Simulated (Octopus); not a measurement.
**RbCl under changes of volume**

One of the cells (35.094 Å³/atom); the others are scaled copies at fixed shape and fractional positions:

```xyz
2
Lattice="0.0000 3.2740 3.2740 3.2740 0.0000 3.2740 3.2740 3.2740 0.0000" Properties=species:S:1:pos:R:3 pbc="T T T"
Rb    0.0000    0.0000    0.0000
Cl    3.2740    3.2740    3.2740
```

| Property | Result |
| --- | --- |
| Program | Octopus 16.4 |
| Functional | PBE |
| Potentials or basis | pseudodojo_pbe (PseudoDojo 0.5, PBE) |
| Grid spacing | 0.160 Å |
| k mesh | 7 × 7 × 7 |
| Occupations | fermi-dirac, width 0.05 eV |
| Spin | no spin polarisation |

```tsv
volume (Å³/atom)	energy over the lowest point (meV/atom)	gap on the mesh (eV)
32.989	?	?
33.690	19.79	5.19
34.392	14.29	5.12
35.094	8.90	5.05
35.796	4.11	4.99
36.498	1.62	4.92
37.200	0.00	4.87
```

**Question.** What does the run at 32.989 Å³/atom give?

**Answer.** Energy over the lowest point 30.84 meV/atom; gap on the mesh 5.26 eV.

Worked out: A Birch-Murnaghan fit of order 3 (a polynomial in V^(-2/3)) to the other rows has its minimum at 37.28 Å³/atom, just outside them, with B0 = V·E''(V) = 26 GPa (rough, since the energies scatter). It gives 24.95 meV/atom at 32.989 Å³/atom, against the run's 30.84. A straight line through the other rows of the gap, of slope -3.26 eV per unit of ln V (its deformation potential), extrapolates to 5.26 eV, against the run's 5.26.

Energies are extrapolated to zero smearing.

Caveats: an odd mesh through Γ misses points on the zone boundary, where band edges often lie (some runs). Spin-orbit coupling on Rb is left out.
